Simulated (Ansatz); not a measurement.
Method: PBEsol, scalar-relativistic; no spin polarisation; PAW, 420 eV, Γ-centred 6×6×8 mesh, 0.05 eV Gaussian smearing; code Ansatz. The datasets are Ansatz's generated set soft_2.

A compound XSe has these computed properties.

```
Space group                                           : P4/nmm (No. 129)
Conventional cell                                     : a = 5.244 Å, b = 5.244 Å, c = 3.995 Å, α = 90.00°, β = 90.00°, γ = 90.00°
Volume                                                : 27.47 Å³/atom
Band gap                                              : 0.13 eV (close to the smearing width)
Smallest direct gap                                   : 0.60 eV
Formation energy from the elements (0 K, uncorrected) : -0.36 eV/atom
Bulk modulus (Birch–Murnaghan)                        : 29 GPa
```

Sites: X on 2c, Se on 2a.

Problem. Which element is X?
A. Bi
B. Hg
C. Pb
D. Tl

Solution. C. X is Pb, so the compound is PbSe.

This is a trial structure; measured cells of the compound in the Crystallography Open Database are in space group Fm-3m (rock salt).

Scalar-relativistic only: spin–orbit splittings of the heavy atoms' levels are missing.
